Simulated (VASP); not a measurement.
# Se (P3_121) in VASP: notebook, part 2 of 2

VASP 6.6.1. Earlier steps stand in the parts before.

**3. Relaxation of cell and atoms, PBE+D3(BJ)**

This run uses another cell than the first one, of 25.28 Å³/atom, 0.927 times its volume.

Input file INCAR:

```
SYSTEM = Se
PREC = Accurate
ENCUT = 520
EDIFF = 1E-7
ISMEAR = 0
SIGMA = 0.02
LREAL = .FALSE.
LASPH = .TRUE.
NELM = 60
ALGO = Normal
ISIF = 3
LWAVE = .FALSE.
LCHARG = .FALSE.
GGA = PE
IVDW = 12
IBRION = 2
NSW = 80
EDIFFG = -0.002
```

Input file KPOINTS:

```
Automatic mesh
0
G
  3 3 2
  0 0 0
```

Input file POSCAR:

```
Se                                      
1.0
    4.1600671703      0.0000000000      0.0000000000
   -2.0800335851      3.6027238526      0.0000000000
    0.0000000000     -0.0000000000      5.0592846408
  Se            
     3
Direct
     0.2430313708042272    0.0000000000000000    0.3333333300000021
     0.9999999999996720    0.2430313708035712    0.6666666699999979
     0.7569686291961011    0.7569686291964285    0.0000000000000000
```

Potentials or basis: VASP PAW PBE potentials, release 64 (Se).

The run is started by

```sh
cat potpaw_PBE.64/Se/POTCAR > POTCAR
mpirun -np 1 vasp_std > vasp.out
```

OUTCAR:

```text
SYSTEM = Se
   PREC = Accurate
   ENCUT = 520
   EDIFF = 1E-7
   ISMEAR = 0
   LREAL = .FALSE.
   LASPH = .TRUE.
   NELM = 60
   ISIF = 3
   GGA = PE
   IVDW = 12
   IBRION = 2
   NSW = 80
   EDIFFG = -0.002
 IVDW          = 12

 ion  position               nearest neighbor table
   1  0.243  0.000  0.333-   3 2.43   2 2.43
   2  1.000  0.243  0.667-   3 2.43   1 2.43
   3  0.757  0.757  0.000-   1 2.43   2 2.43

  LATTYP: Found a hexagonal cell.
 ALAT       =     4.1600671703
 C/A-ratio  =     1.2161545556

  Lattice vectors:

 A1 = (   4.1600671703,   0.0000000000,   0.0000000000)
 A2 = (  -2.0800335851,   3.6027238526,   0.0000000000)
 A3 = (   0.0000000000,   0.0000000000,   5.0592846408)

Analysis of symmetry for initial positions (statically):
=====================================================================
 Subroutine PRICEL returns:
 Original cell was already a primitive cell.

 Routine SETGRP: Setting up the symmetry group for a
 hexagonal supercell.

 Subroutine GETGRP returns: Found  6 space group operations
 (whereof  2 operations were pure point group operations)
 out of a pool of 24 trial point group operations.

The static configuration has the point symmetry C_2 .
 The point group associated with its full space group is D_3 .

Analysis of symmetry for dynamics (positions and initial velocities):
=====================================================================
 Subroutine PRICEL returns:
 Original cell was already a primitive cell.

 Routine SETGRP: Setting up the symmetry group for a
 hexagonal supercell.

 Subroutine GETGRP returns: Found  6 space group operations
 (whereof  2 operations were pure point group operations)
 out of a pool of 24 trial point group operations.

The dynamic configuration has the point symmetry C_2 .
 The point group associated with its full space group is D_3 .

 Subroutine INISYM returns: Found  6 space group operations
 (whereof  2 operations are pure point group operations),
 and found     1 'primitive' translations

----------------------------------------------------------------------------------------

                                     Primitive cell

  volume of cell :      75.8264

  direct lattice vectors                    reciprocal lattice vectors
     4.160067170  0.000000000  0.000000000     0.240380734  0.138783881  0.000000000
    -2.080033585  3.602723853  0.000000000     0.000000000  0.277567763  0.000000000
     0.000000000  0.000000000  5.059284641     0.000000000  0.000000000  0.197656402

  length of vectors
     4.160067170  4.160067172  5.059284641     0.277567763  0.277567763  0.197656402

  position of ions in fractional coordinates (direct lattice)
     0.243031371  0.000000000  0.333333330
     1.000000000  0.243031371  0.666666670
[... 105 lines left out ...]
  ---------------------------------------------------
  ext. energy  EPLUGINS =         0.00000000
  ---------------------------------------------------
  free energy    TOTEN  =       -10.34826991 eV

  energy without entropy =      -10.34826991  energy(sigma->0) =      -10.34826991

------------------------ aborting loop because EDIFF is reached ----------------------------------------

 Edisp (eV)   -1.03234

 E8    (eV) :    -0.4262

  FORCE on cell =-STRESS in cart. coord.  units (eV):
  Direction    XX          YY          ZZ          XY          YZ          ZX
  --------------------------------------------------------------------------------------
  -------------------------------------------------------------------------------------
  Total       0.00234     0.00234     0.00613     0.00000    -0.00000     0.00000
  in kB       0.04941     0.04941     0.12958     0.00000    -0.00000     0.00000
  external pressure =        0.08 kB  Pullay stress =        0.00 kB

 VOLUME and BASIS-vectors are now :
 -----------------------------------------------------------------------------
  energy-cutoff  :      520.00
  volume of cell :       75.83
      direct lattice vectors                 reciprocal lattice vectors
     4.160067170  0.000000000  0.000000000     0.240380734  0.138783881  0.000000000
    -2.080033585  3.602723853  0.000000000     0.000000000  0.277567763  0.000000000
     0.000000000  0.000000000  5.059284641     0.000000000  0.000000000  0.197656402

 POSITION                                       TOTAL-FORCE (eV/Angst)
 -----------------------------------------------------------------------------------
      1.01103      0.00000      1.68643         0.001906      0.000000     -0.000000
      3.65455      0.87557      3.37286        -0.000953      0.001651      0.000000
      1.57452      2.72715      0.00000        -0.000953     -0.001651      0.000000
 -----------------------------------------------------------------------------------
    total drift:                                0.000003     -0.000004      0.000000

  FREE ENERGIE OF THE ION-ELECTRON SYSTEM (eV)
  ---------------------------------------------------
  free  energy   TOTEN  =       -11.3806078214 eV

  energy  without entropy=      -11.3806078214  energy(sigma->0) =      -11.38060782

--------------------------------------- Ionic step        2  -------------------------------------------

 number of electron      18.0000001 magnetization

 Free energy of the ion-electron system (eV)
  ---------------------------------------------------
  ext. energy  EPLUGINS =         0.00000000
  ---------------------------------------------------
  free energy    TOTEN  =       -10.34845943 eV

  energy without entropy =      -10.34845943  energy(sigma->0) =      -10.34845943

 E-fermi :   3.4223     XC(G=0):  -9.2610

 val. band max:        3.3177205817   @ k =   0.3333   0.3333   0.5000
 cond. band min:       4.0756884090   @ k =   0.3333   0.3333   0.5000
 fundamental gap:      0.7579678273
 Fermi energy:         3.4223392393

 k-point     1 :       0.0000    0.0000    0.0000
  band No.  band energies     occupation
      1     -12.4834      2.00000
      2      -8.4435      2.00000
      3      -8.4435      2.00000
      4      -0.3434      2.00000
      5      -0.1697      2.00000
      6      -0.1697      2.00000
      7       1.4645      2.00000
      8       1.4645      2.00000
      9       2.8737      2.00000
     10       4.9222      0.00000
     11       4.9222      0.00000
     12       5.3617      0.00000
     13       9.8294      0.00000
[... 66 lines left out ...]
  band No.  band energies     occupation
      1     -10.6875      2.00000
      2     -10.6875      2.00000
      3      -7.7235      2.00000
      4      -2.4164      2.00000
      5      -1.9118      2.00000
      6      -1.9118      2.00000
      7       2.3293      2.00000
      8       3.3177      2.00000
      9       3.3177      2.00000
     10       4.0757      0.00000
     11       5.7242      0.00000
     12       5.7242      0.00000
     13      10.3943      0.00000

------------------------ aborting loop because EDIFF is reached ----------------------------------------

 Edisp (eV)   -1.03215

 E8    (eV) :    -0.4261

  FORCE on cell =-STRESS in cart. coord.  units (eV):
  Direction    XX          YY          ZZ          XY          YZ          ZX
  --------------------------------------------------------------------------------------
  -------------------------------------------------------------------------------------
  Total      -0.00400    -0.00400    -0.00450    -0.00000     0.00000     0.00000
  in kB      -0.08441    -0.08441    -0.09497    -0.00000     0.00000     0.00000
  external pressure =       -0.09 kB  Pullay stress =        0.00 kB

 VOLUME and BASIS-vectors are now :
 -----------------------------------------------------------------------------
  energy-cutoff  :      520.00
  volume of cell :       75.84
      direct lattice vectors                 reciprocal lattice vectors
     4.160223614  0.000000000  0.000000000     0.240371695  0.138778663  0.000000000
    -2.080111807  3.602859336 -0.000000000    -0.000000000  0.277557325  0.000000000
     0.000000000 -0.000000000  5.059783584    -0.000000000  0.000000000  0.197636911

 POSITION                                       TOTAL-FORCE (eV/Angst)
 -----------------------------------------------------------------------------------
      1.01116      0.00000      1.68659        -0.000733     -0.000000     -0.000000
      3.65465      0.87569      3.37319         0.000366     -0.000634      0.000000
      1.57453      2.72717      0.00000         0.000366      0.000634      0.000000
 -----------------------------------------------------------------------------------
    total drift:                                0.000003     -0.000004      0.000000

  FREE ENERGIE OF THE ION-ELECTRON SYSTEM (eV)
  ---------------------------------------------------
  free  energy   TOTEN  =       -11.3806076278 eV

  energy  without entropy=      -11.3806076278  energy(sigma->0) =      -11.38060763

 reached required accuracy - stopping structural energy minimisation
```

OSZICAR:

```text
N       E                     dE             d eps       ncg     rms          rms(c)
DAV:   1     0.906302573751E+02    0.90630E+02   -0.73065E+03   156   0.114E+03
DAV:   2    -0.381918335232E+01   -0.94449E+02   -0.87370E+02   204   0.180E+02
DAV:   3    -0.103480974503E+02   -0.65289E+01   -0.64229E+01   181   0.542E+01
DAV:   4    -0.104179227589E+02   -0.69825E-01   -0.69720E-01   176   0.656E+00
DAV:   5    -0.104184927399E+02   -0.56998E-03   -0.56996E-03   191   0.584E-01    0.681E+00
DAV:   6    -0.103654541448E+02    0.53039E-01   -0.40187E-02   181   0.148E+00    0.422E+00
DAV:   7    -0.103489624597E+02    0.16492E-01   -0.77440E-02   161   0.205E+00    0.195E-01
DAV:   8    -0.103481419220E+02    0.82054E-03   -0.11710E-02   166   0.771E-01    0.112E-01
DAV:   9    -0.103482366300E+02   -0.94708E-04   -0.31055E-04   196   0.141E-01    0.369E-02
DAV:  10    -0.103482681725E+02   -0.31542E-04   -0.54938E-05   166   0.601E-02    0.977E-03
DAV:  11    -0.103482704613E+02   -0.22888E-05   -0.13734E-05   176   0.252E-02    0.428E-03
DAV:  12    -0.103482700031E+02    0.45816E-06   -0.33594E-06   166   0.133E-02    0.278E-03
DAV:  13    -0.103482699134E+02    0.89671E-07   -0.51001E-07   171   0.470E-03
   1 F= -.11380608E+02 E0= -.11380608E+02  d E =-.113806E+02
       N       E                     dE             d eps       ncg     rms          rms(c)
DAV:   1    -0.103484608709E+02   -0.19087E-03   -0.61438E-05   161   0.501E-02    0.657E-03
DAV:   2    -0.103484600609E+02    0.80995E-06   -0.25150E-06   176   0.110E-02    0.370E-03
DAV:   3    -0.103484594556E+02    0.60534E-06   -0.86681E-07   166   0.536E-03    0.665E-04
DAV:   4    -0.103484594325E+02    0.23127E-07   -0.97572E-09    93   0.770E-04
   2 F= -.11380608E+02 E0= -.11380608E+02  d E =0.193613E-06
```

CONTCAR:

```text
Se
   1.00000000000000
     4.1602236135914037    0.0000000000000022    0.0000000000000000
    -2.0801118067456983    3.6028593364647952   -0.0000000000000000
     0.0000000000000000   -0.0000000000000000    5.0597835838858165
  Se
     3
Direct
     0.2430534743745544    0.0000000000000000    0.3333333300000021
     0.9999999999996732    0.2430534743739007    0.6666666699999979
     0.7569465256257725    0.7569465256260993    0.0000000000000000

  0.00000000E+00  0.00000000E+00  0.00000000E+00
  0.00000000E+00  0.00000000E+00  0.00000000E+00
  0.00000000E+00  0.00000000E+00  0.00000000E+00
```

It took 7 s on 1 thread of Intel Xeon 6975P-C (Granite Rapids), shared host; peak memory 0.19 GiB.

What came out:

```yaml
Free_energy: -11.3806 eV
Relaxed_volume: 25.28 Å³/atom
Relaxed_cell: a = 4.160 Å, b = 4.160 Å, c = 5.060 Å, α = 90.00°, β = 90.00°, γ = 120.00°
Space_group_after_relaxing_to_0.05_Å: P3_121 (No. 152)
Energy_gained_by_relaxing: 0.0 meV/atom
Ionic_steps: 2
Pressure_after_relaxing: 0.0 GPa
Band_gap_on_the_k_mesh: 0.76 eV, direct
Dispersion_energy_per_atom: -0.344 eV
```

Final structure:
```
CELL_PARAMETERS angstrom
4.16022 0.00000 0.00000
-2.08011 3.60286 0.00000
0.00000 0.00000 5.05978
ATOMIC_POSITIONS crystal
Se 0.24305 0.00000 0.33333
Se 0.00000 0.24305 0.66667
Se 0.75695 0.75695 0.00000
```

Caveat: the k mesh is coarse (spacing up to 0.62 Å⁻¹), so the values aren't converged; an odd mesh through Γ misses points on the zone boundary, where band edges often lie.
